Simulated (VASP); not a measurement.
# BP in VASP: settings compared, part 2 of 2

VASP 6.6.1.

## (4) Work function, r2SCAN

File INCAR:

```
PREC = Accurate
ENCUT = 520
EDIFF = 1E-6
ISMEAR = 0
SIGMA = 0.03
LREAL = False
LASPH = True
NELM = 100
ALGO = Normal
ISIF = 2
LWAVE = False
LCHARG = True
LDIPOL = True
IDIPOL = 3
DIPOL = 0.5 0.5 0.500
METAGGA = R2SCAN
LMIXTAU = True
LVHAR = True
LVACPOTAV = True
KPAR = 4
```

File KPOINTS:

```
regular mesh
0
Gamma
  12 12 1
```

File POSCAR:

```
BP                                      
1.0
    3.1954827040      0.0000000000      0.0000000000
   -1.5977413520      2.7673691969      0.0000000000
    0.0000000000      0.0000000000     16.0000000000
  B               P             
     1     1
Direct
     0.3333330000000032    0.6666669999999968    0.5000000000000000
     0.6666669999999968    0.3333330000000032    0.5000000000000000
```

Potentials or basis: VASP PAW PBE potentials, release 64 (B, P).

Started as:

```console
$ cat potpaw_PBE.64/B/POTCAR potpaw_PBE.64/P/POTCAR > POTCAR
$ mpirun -np 4 vasp_std > vasp.out
```

OUTCAR:

```text
PREC = Accurate
   ENCUT = 520
   EDIFF = 1E-6
   ISMEAR = 0
   LREAL = False
   LASPH = True
   NELM = 100
   ISIF = 2
   METAGGA = R2SCAN

 ion  position               nearest neighbor table
   1  0.333  0.667  0.500-   2 1.84   2 1.84   2 1.84
   2  0.667  0.333  0.500-   1 1.84   1 1.84   1 1.84

  LATTYP: Found a hexagonal cell.
 ALAT       =     3.1954827040
 C/A-ratio  =     5.0070682529

  Lattice vectors:

 A1 = (   3.1954827040,   0.0000000000,   0.0000000000)
 A2 = (  -1.5977413520,   2.7673691969,   0.0000000000)
 A3 = (   0.0000000000,   0.0000000000,  16.0000000000)

Analysis of symmetry for initial positions (statically):
=====================================================================
 Subroutine PRICEL returns:
 Original cell was already a primitive cell.

 Routine SETGRP: Setting up the symmetry group for a
 hexagonal supercell.

 Subroutine GETGRP returns: Found 12 space group operations
 (whereof 12 operations were pure point group operations)
 out of a pool of 24 trial point group operations.

The static configuration has the point symmetry D_3h.

Analysis of symmetry for dynamics (positions and initial velocities):
=====================================================================
 Subroutine PRICEL returns:
 Original cell was already a primitive cell.

 Routine SETGRP: Setting up the symmetry group for a
 hexagonal supercell.

 Subroutine GETGRP returns: Found 12 space group operations
 (whereof 12 operations were pure point group operations)
 out of a pool of 24 trial point group operations.

The dynamic configuration has the point symmetry D_3h.

 Subroutine INISYM returns: Found 12 space group operations
 (whereof 12 operations are pure point group operations),
 and found     1 'primitive' translations

----------------------------------------------------------------------------------------

                                     Primitive cell

  volume of cell :     141.4893

  direct lattice vectors                    reciprocal lattice vectors
     3.195482704  0.000000000  0.000000000     0.312941766  0.180677013  0.000000000
    -1.597741352  2.767369197  0.000000000     0.000000000  0.361354026  0.000000000
     0.000000000  0.000000000 16.000000000     0.000000000  0.000000000  0.062500000

  length of vectors
     3.195482704  3.195482702 16.000000000     0.361354026  0.361354026  0.062500000

  position of ions in fractional coordinates (direct lattice)
     0.333333000  0.666667000  0.500000000
     0.666667000  0.333333000  0.500000000

  ion indices of the primitive-cell ions
   primitive index   ion index
                 1           1
                 2           2

----------------------------------------------------------------------------------------

 KPOINTS: regular mesh

Automatic generation of k-mesh.
 Grid dimensions read from file:
 generate k-points for:   12   12    1

 Generating k-lattice:

  Cartesian coordinates                     Fractional coordinates (reciprocal lattice)
     0.026078480  0.015056418  0.000000000     0.083333333  0.000000000  0.000000000
     0.000000000  0.030112835  0.000000000     0.000000000  0.083333333  0.000000000
     0.000000000  0.000000000  0.062500000     0.000000000  0.000000000  1.000000000

  Length of vectors
     0.030112835  0.030112835  0.062500000

  Shift w.r.t. Gamma in fractional coordinates (k-lattice)
     0.000000000  0.000000000  0.000000000

 Subroutine IBZKPT returns following result:
 ===========================================

 Found     19 irreducible k-points:

 Following reciprocal coordinates:
            Coordinates               Weight
  0.000000  0.000000  0.000000      1.000000
  0.083333  0.000000  0.000000      6.000000
  0.166667  0.000000  0.000000      6.000000
  0.250000 -0.000000  0.000000      6.000000
  0.333333 -0.000000  0.000000      6.000000
  0.416667  0.000000  0.000000      6.000000
[... 11 lines left out ...]
  0.333333  0.250000  0.000000     12.000000
  0.333333  0.333333  0.000000      2.000000
   k-points           NKPTS =     19   k-points in BZ     NKDIM =     19   number of bands    NBANDS=      8
   number of dos      NEDOS =    301   number of ions     NIONS =      2
   total plane-waves  NPLWV =  69120
   dimension x,y,z NGX =    24 NGY =   24 NGZ =  120
   dimension x,y,z NGXF=    48 NGYF=   48 NGZF=  240
   ions per type =               1   1
   NGX,Y,Z   is equivalent  to a cutoff of  12.49, 12.49, 12.47 a.u.
   NGXF,Y,Z  is equivalent  to a cutoff of  24.97, 24.97, 24.94 a.u.
 SYSTEM =  unknown system
   PREC   = accura    normal or accurate (medium, high low for compatibility)
   ISTART =      0    job   : 0-new  1-cont  2-samecut
   ICHARG =      2    charge: 1-file 2-atom 10-const
   ISPIN  =      1    spin polarized calculation?
   LNONCOLLINEAR =      F non collinear calculations
   LSORBIT =      F    spin-orbit coupling
   LASPH  =      T    aspherical Exc in radial PAW
   ENCUT  =  520.0 eV  38.22 Ry    6.18 a.u.   5.94  5.94 29.75*2*pi/ulx,y,z
   NELM   =    100;   NELMIN=  2; NELMDL= -5     # of ELM steps
   EDIFF  = 0.1E-05   stopping-criterion for ELM
[... 8 lines left out ...]
   TEBEG  =    0.0;   TEEND  =   0.0 temperature during run
   PSTRESS=    0.0 pullay stress
   NELECT =       8.0000    total number of electrons
   NUPDOWN=      -1.0000    fix difference up-down
   EMIN   =  10.00;   EMAX   =-10.00  energy-range for DOS
   EFERMI =   0.00;   METHOD = LEGACY
   ISMEAR =     0;   SIGMA  =   0.03  broadening in eV -4-tet -1-fermi 0-gaus
   EFERMI_NEDOS =   21; number of points for ismear=-14 and -15
   IALGO  =     38    algorithm
   IMIX   =      4    mixing-type and parameters
     AMIX     =   0.40;   BMIX     =  1.00
     AMIX_MAG =   1.60;   BMIX_MAG =  1.00
  volume/ion in A,a.u.               =      70.74       477.41
  Fermi-wavevector in a.u.,A,eV,Ry     =   0.628343  1.187397  5.371788  0.394815
  Thomas-Fermi vector in A             =   1.690256
   LORBIT       =      0    0 simple, 1 ext, 2 COOP (PROOUT), +10 PAW based schemes
   METAGGA = R2SCAN    functional components
   LHFCALC =     F    Hartree Fock is set to
   AEXX    =    0.0000 exact exchange contribution
   IVDW    =     0    specifies the selected vdW correction
   LEPSILON=     F    determine dielectric tensor
   LRPA    =     F    only Hartree local field effects (RPA)
 non-spin polarized calculation
 Gauss-broadening in eV      SIGMA  =   0.03
  energy-cutoff  :      520.00
  volume of cell :      141.49
 maximum number of plane-waves:      3846
 NGX is ok and might be reduce to    24
   NGX = 11   NGY = 11   NGZ = 59

 number of electron       8.0000000 magnetization

 dipolmoment           0.000000      0.000000     -0.000000 electrons x Angstroem

 Free energy of the ion-electron system (eV)
  ---------------------------------------------------
  ext. energy  EPLUGINS =         0.00000000
  ---------------------------------------------------
  free energy    TOTEN  =       -16.47788343 eV

  energy without entropy =      -16.47788343  energy(sigma->0) =      -16.47788343

 E-fermi :  -3.0488     XC(G=0):  -2.6377

 val. band max:       -3.2112326835   @ k =   0.3333   0.3333   0.0000
 cond. band min:      -2.1188414827   @ k =   0.3333   0.3333   0.0000
 fundamental gap:      1.0923912007
 Fermi energy:        -3.0487898191

 k-point     1 :       0.0000    0.0000    0.0000
  band No.  band energies     occupation
      1     -17.7080      2.00000
      2      -7.6339      2.00000
      3      -4.9573      2.00000
      4      -4.9572      2.00000
      5       0.9466      0.00000
      6       1.8244      0.00000
      7       1.8245      0.00000
      8       2.2389      0.00000
[... 188 lines left out ...]
 k-point    19 :       0.3333    0.3333    0.0000
  band No.  band energies     occupation
      1     -13.9578      2.00000
      2     -11.6808      2.00000
      3      -9.8326      2.00000
      4      -3.2112      2.00000
      5      -2.1188      0.00000
      6       3.5823      0.00000
      7       4.6710      0.00000
      8       5.8753      0.00000

------------------------ aborting loop because EDIFF is reached ----------------------------------------

  FORCE on cell =-STRESS in cart. coord.  units (eV):
  Direction    XX          YY          ZZ          XY          YZ          ZX
  --------------------------------------------------------------------------------------
  -------------------------------------------------------------------------------------
  Total        0.1664296      0.1664296     -0.0135261      0.0000000      0.0000000      0.0000000
  in kB        1.8845935      1.8845935     -0.1531647      0.0000000      0.0000000      0.0000000
  external PRESSURE =       1.2053408 kB  Pullay stress =       0.0000000 kB

 VOLUME and BASIS-vectors are now :
 -----------------------------------------------------------------------------
  energy-cutoff  :      520.00
  volume of cell :      141.49
      direct lattice vectors                 reciprocal lattice vectors
     3.195482704  0.000000000  0.000000000     0.312941766  0.180677013  0.000000000
    -1.597741352  2.767369197  0.000000000     0.000000000  0.361354026  0.000000000
     0.000000000  0.000000000 16.000000000     0.000000000  0.000000000  0.062500000

 POSITION                                       TOTAL-FORCE (eV/Angst)
 -----------------------------------------------------------------------------------
     -0.00000      1.84491      8.00000         0.000000     -0.000000      0.000000
      1.59774      0.92246      8.00000        -0.000000      0.000000      0.000000
 -----------------------------------------------------------------------------------
    total drift:                               -0.000128      0.000074      0.000000

  FREE ENERGIE OF THE ION-ELECTRON SYSTEM (eV)
  ---------------------------------------------------
  free  energy   TOTEN  =       -16.4778834299 eV

  energy  without entropy=      -16.4778834299  energy(sigma->0) =      -16.47788343

 vacuum level on the upper side and lower side of the slab         2.034         2.034
```

OSZICAR:

```text
N       E                     dE             d eps       ncg     rms          rms(c)
DAV:   1     0.426298387527E+02    0.42630E+02   -0.27907E+03   304   0.680E+02
DAV:   2    -0.155421753898E+02   -0.58172E+02   -0.49980E+02   456   0.107E+02
DAV:   3    -0.185639970424E+02   -0.30218E+01   -0.30218E+01   456   0.404E+01
[... 29 lines left out ...]
DAV:  33    -0.164777489916E+02   -0.40742E-04   -0.76811E-06   304   0.426E-02    0.192E-03
DAV:  34    -0.164778515711E+02   -0.10258E-03   -0.28529E-05   304   0.679E-02    0.190E-03
DAV:  35    -0.164778790261E+02   -0.27455E-04   -0.48599E-06   336   0.269E-02    0.206E-03
DAV:  36    -0.164778828769E+02   -0.38508E-05   -0.17139E-06   456   0.160E-02    0.973E-04
DAV:  37    -0.164778834299E+02   -0.55299E-06   -0.27604E-07   368   0.847E-03
   1 F= -.16477883E+02 E0= -.16477883E+02  d E =-.434362E-16
```

stdout:

```text
POSCAR found type information on POSCAR B P
 POSCAR found :  2 types and       2 ions
 scaLAPACK will be used
 -----------------------------------------------------------------------------
|                                                                             |
[... 23 lines left out ...]
|     field-free region was found. Please increase the size of  your cell     |
|     in the dimension of the dipole correction to obtain accurate            |
|     workfunction values.                                                    |
|                                                                             |
 -----------------------------------------------------------------------------
```

Wall time 66 s (4 MPI ranks of Intel Xeon Platinum 8259CL at 2.50GHz (Skylake/Cascade Lake), shared host); peak memory 0.26 GiB.

What came out:

```yaml
Free_energy: -16.4779 eV
Band_gap_on_the_k_mesh: 1.09 eV, direct
Ionisation_potential_of_the_upper_face: 5.25 eV
```

Caveat: the PAW data sets were made with another functional, which shifts forces and pressure a little.

## (5) Work function, PBE0

POSCAR is that of step 4.

File INCAR.step1:

```
PREC = Accurate
ENCUT = 520
EDIFF = 1E-5
ISMEAR = 0
SIGMA = 0.03
LREAL = False
LASPH = True
NELM = 100
ALGO = Normal
ISIF = 2
LWAVE = True
LDIPOL = True
IDIPOL = 3
DIPOL = 0.5 0.5 0.500
GGA = PE
KPAR = 4
```

File INCAR.step2:

```
PREC = Accurate
ENCUT = 520
EDIFF = 1E-6
ISMEAR = 0
SIGMA = 0.03
LREAL = False
LASPH = True
NELM = 100
ALGO = Normal
ISIF = 2
LWAVE = False
LCHARG = True
LDIPOL = True
IDIPOL = 3
DIPOL = 0.5 0.5 0.500
GGA = PE
LHFCALC = True
AEXX = 0.25
PRECFOCK = Fast
LVHAR = True
LVACPOTAV = True
ISTART = 1
KPAR = 4
```

File KPOINTS:

```
regular mesh
0
Gamma
  6 6 1
```

Potentials or basis: VASP PAW PBE potentials, release 64 (B, P).

Started as:

```console
$ cat potpaw_PBE.64/B/POTCAR potpaw_PBE.64/P/POTCAR > POTCAR
$ cp INCAR.step1 INCAR
$ mpirun -np 4 vasp_std > vasp.out
$ cp INCAR.step2 INCAR
$ mpirun -np 4 vasp_std > vasp.out
```

OUTCAR:

```text
PREC = Accurate
   ENCUT = 520
   EDIFF = 1E-6
   ISMEAR = 0
   LREAL = False
   LASPH = True
   NELM = 100
   ISIF = 2
   GGA = PE
   LHFCALC = True
   AEXX = 0.25
   PRECFOCK = Fast
   ISTART = 1

 ion  position               nearest neighbor table
   1  0.333  0.667  0.500-   2 1.84   2 1.84   2 1.84
   2  0.667  0.333  0.500-   1 1.84   1 1.84   1 1.84

  LATTYP: Found a hexagonal cell.
 ALAT       =     3.1954827040
 C/A-ratio  =     5.0070682529

  Lattice vectors:

[... 257 lines left out ...]

  FORCE on cell =-STRESS in cart. coord.  units (eV):
  Direction    XX          YY          ZZ          XY          YZ          ZX
  --------------------------------------------------------------------------------------
  -------------------------------------------------------------------------------------
  Total        0.0398900      0.0398900     -0.0436713      0.0000000      0.0000000      0.0000000
  in kB        0.4517010      0.4517010     -0.4945194      0.0000000      0.0000000      0.0000000
  external PRESSURE =       0.1362942 kB  Pullay stress =       0.0000000 kB

 VOLUME and BASIS-vectors are now :
 -----------------------------------------------------------------------------
  energy-cutoff  :      520.00
  volume of cell :      141.49
      direct lattice vectors                 reciprocal lattice vectors
     3.195482704  0.000000000  0.000000000     0.312941766  0.180677013  0.000000000
    -1.597741352  2.767369197  0.000000000     0.000000000  0.361354026  0.000000000
     0.000000000  0.000000000 16.000000000     0.000000000  0.000000000  0.062500000

 POSITION                                       TOTAL-FORCE (eV/Angst)
 -----------------------------------------------------------------------------------
     -0.00000      1.84491      8.00000        -0.000000      0.000000      0.000000
      1.59774      0.92246      8.00000         0.000000     -0.000000      0.000000
 -----------------------------------------------------------------------------------
    total drift:                               -0.000132      0.000053     -0.000001

  FREE ENERGIE OF THE ION-ELECTRON SYSTEM (eV)
  ---------------------------------------------------
  free  energy   TOTEN  =       -14.8807396269 eV

  energy  without entropy=      -14.8807396269  energy(sigma->0) =      -14.88073963

 vacuum level on the upper side and lower side of the slab         2.028         2.028
```

OSZICAR.step1:

```text
N       E                     dE             d eps       ncg     rms          rms(c)
DAV:   1     0.457071878616E+02    0.45707E+02   -0.29725E+03   112   0.694E+02
DAV:   2    -0.935391396786E+01   -0.55061E+02   -0.48646E+02   160   0.105E+02
DAV:   3    -0.130297913302E+02   -0.36759E+01   -0.36746E+01   168   0.410E+01
DAV:   4    -0.130418386098E+02   -0.12047E-01   -0.12047E-01   160   0.289E+00
DAV:   5    -0.130420515464E+02   -0.21294E-03   -0.21294E-03   192   0.347E-01    0.732E+00
DAV:   6    -0.123329884822E+02    0.70906E+00   -0.25519E+00   152   0.773E+00    0.386E+00
DAV:   7    -0.121808689713E+02    0.15212E+00   -0.26799E-01   192   0.326E+00    0.146E+00
DAV:   8    -0.121592368594E+02    0.21632E-01   -0.70260E-02   184   0.155E+00    0.337E-01
DAV:   9    -0.121566732346E+02    0.25636E-02   -0.19483E-03   200   0.335E-01    0.176E-01
DAV:  10    -0.121566249184E+02    0.48316E-04   -0.53781E-04   144   0.154E-01    0.880E-02
DAV:  11    -0.121565204712E+02    0.10445E-03   -0.16055E-03   152   0.181E-01    0.412E-02
DAV:  12    -0.121568360475E+02   -0.31558E-03   -0.40299E-05   136   0.442E-02    0.225E-02
DAV:  13    -0.121569380760E+02   -0.10203E-03   -0.93068E-05   128   0.452E-02    0.933E-03
DAV:  14    -0.121571542432E+02   -0.21617E-03   -0.17214E-05   136   0.172E-02    0.705E-03
DAV:  15    -0.121573617798E+02   -0.20754E-03   -0.31733E-05   144   0.207E-02    0.369E-03
DAV:  16    -0.121574361406E+02   -0.74361E-04   -0.83902E-06   160   0.118E-02    0.168E-03
DAV:  17    -0.121574510143E+02   -0.14874E-04   -0.13451E-06   152   0.544E-03    0.640E-04
DAV:  18    -0.121574539010E+02   -0.28867E-05   -0.60006E-08   144   0.136E-03
   1 F= -.12157454E+02 E0= -.12157454E+02  d E =-.354073E-18
```

It took 23 s on 4 MPI ranks of Intel Xeon Platinum 8259CL at 2.50GHz (Skylake/Cascade Lake), shared host; peak memory 0.24 GiB.

What came out:

```yaml
Free_energy: -14.8807 eV
Band_gap_on_the_k_mesh: 2.00 eV, direct
Ionisation_potential_of_the_upper_face: 5.73 eV
```

Levels at points of the mesh, in eV from the valence-band top:
| k point | band 1 | band 2 | band 3 | band 4 | band 5 | band 6 | band 7 | band 8 |
| --- | --- | --- | --- | --- | --- | --- | --- | --- |
| (0.00, 0.00, 0.00) | -15.54 | -4.92 | -2.11 | -2.11 | 4.88 | 5.98 | 6.28 | 6.28 |
| (0.50, 0.00, 0.00) | -12.37 | -9.60 | -4.32 | -1.25 | 2.65 | 4.33 | 9.23 | 9.98 |

Caveat: the PAW data sets were made with another functional, which shifts forces and pressure a little.

## (6) Overview

| level | k mesh | grid for exact exchange (PRECFOCK) | screening parameter | exchange at q = 0 | gap on the mesh (eV) |
| --- | --- | --- | --- | --- | --- |
| PBEsol | 12 × 12 × 1 | - | - | - | 0.87 |
| HSE06 | 6 × 6 × 1 | Fast | 0.2 1/A | - | 1.36 |
| r2SCAN | 12 × 12 × 1 | - | - | - | 1.09 |
| PBE0 | 6 × 6 × 1 | Fast | - | default | 2.00 |

Alike in all rows: task work function; potentials or basis VASP PAW PBE potentials, release 64 (B, P); no spin polarisation; cell as given; cutoff (eV) 520; smearing gaussian 0.03 eV.

On the cell as given the gap runs from 0.87 eV (PBEsol) to 2.00 eV (PBE0); the meshes differ, which moves gaps too.

Caveats: the PAW data sets were made with another functional, which shifts forces and pressure a little.

Absolute energies hang on the potentials; compare differences alone.
